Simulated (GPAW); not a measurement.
Runs of GPAW 26.7.0 on CuO (Tenorite). Symmetry: C2/c, No. 15, monoclinic system. Conventional cell: a = 4.684 Å, b = 3.423 Å, c = 5.129 Å, α = 90.00°, β = 99.54°, γ = 90.00°. Cu (site symmetry -1) is surrounded by 4 O at 1.95 to 1.96 Å. Around O (site symmetry 2) lie 4 Cu at 1.95 to 1.96 Å. 

```tsv
task	level	potentials or basis	U	cell	k mesh	cutoff (eV)	smearing	kernel	eta	response ecut	scissors	response k mesh	gap on the mesh (eV)	pressure (GPa)	largest force (eV/Å)
optical spectrum	LDA+U	the program's PAW data sets (release 1.2.1) made for this functional, pw	Cu d U = 8 eV	volume scaled by 0.92	8 × 8 × 5	600	fermi-dirac 0.05 eV	LR0.2	0.1 eV	50 eV	0 eV	10 × 10 × 6	none	-	-
eps q	LDA+U	the program's PAW data sets (release 1.2.1) made for this functional, pw	Cu d U = 8 eV	volume scaled by 0.92	8 × 8 × 5	600	fermi-dirac 0.05 eV	RPA	-	60 eV	-	8 × 8 × 5	none	-	-
eps q	LDA+U	the program's PAW data sets (release 1.2.1) made for this functional, pw	Cu d U = 1 eV	as given	8 × 8 × 4	650	fermi-dirac 0.05 eV	RPA	-	50 eV	-	8 × 8 × 4	none	-	-
single point	PBEsol+U	PAW data sets generated in the run's folder for this functional, pw	Cu d U = 4.5 eV	as given	8 × 8 × 4	650	fermi-dirac 0.01 eV	-	-	-	-	-	none	-3.4	0.18
single point	LDA+U	the program's PAW data sets (release 1.2.1) made for this functional, pw	Cu d U = 8 eV	volume scaled by 0.92	8 × 8 × 5	600	fermi-dirac 0.01 eV	-	-	-	-	-	none	1.2	0.08
single point	LDA+U	the program's PAW data sets (release 1.2.1) made for this functional, pw	Cu d U = 1 eV	as given	8 × 8 × 4	650	fermi-dirac 0.01 eV	-	-	-	-	-	none	(a)	(b)
```

Alike in all rows: no spin polarisation.

Problem. Estimate the missing entries.

Solution. (a) -10.5; (b) 0.39.

Caveats: the run has no spin polarisation, though such a crystal can be magnetic; U without spin polarisation on a metal has little footing; response on these states lacks terms of the Hamiltonian (some runs); with this Cu data set, volumes or pressures lay over 1.5 % or 2 GPa off other programs in two to four cells of ten (some runs); the cutoff is short for stress and forces, so pressures can be off by a GPa or more (some runs); the intraband term hangs on this k mesh (some runs); the long-wavelength limit can be off by several per cent where d states take part (some runs).

A gap of «none» marks a metal or a gap under the smearing width.

Runs at the PBE level aren't shown here.
